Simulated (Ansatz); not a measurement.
The system is Sb.

```
Sb
1.0
     3.35453    0.00000    0.00000
    -1.67727    2.90511    0.00000
     0.00000    0.00000    5.47016
Sb
2
Cartesian
  1.6773 0.9684 4.1026
  0.0000 1.9367 1.3675
```

This isn't the form of Sb at room conditions, which is rhombohedral.

Base run:

- Program: Ansatz 0.2.0
- Functional: r2SCAN
- Potentials or basis: Ansatz PAW
- Cutoff: 500 eV
- Density cutoff: 2000 eV
- k mesh: 9 × 9 × 5
- Occupations: fermi-dirac, width 0.05 eV
- Spin: no spin polarisation

Its results: band gap on the k mesh none (metal or under the smearing width); pressure 0.7 GPa.

Question: After a change of settings the same cell gave: band gap on the k mesh none (metal or under the smearing width); pressure 7.3 GPa. Which change was it?
A. functional from r2SCAN to PBEsol; cutoff from 500 eV to 420 eV; density cutoff from 2000 eV to 1680 eV
B. functional from r2SCAN to BLYP; cutoff from 500 eV to 420 eV; density cutoff from 2000 eV to 1680 eV
C. functional from r2SCAN to PBEsol; cutoff from 500 eV to 420 eV; density cutoff from 2000 eV to 1680 eV; k mesh from 9 × 9 × 5 to 8 × 8 × 4
D. k mesh from 9 × 9 × 5 to 7 × 7 × 4; spin from no spin polarisation to spin-orbit coupling, no magnetisation; potential files from those of the base run to others of the same set

Answer: B.

Caveats: the PAW data sets come from PBE, with cores solved anew for the run's functional, which leaves a small shift of forces and pressure; the potentials were made for another functional, which shifts forces and pressure (some runs).

Not every run made on this cell is shown here.
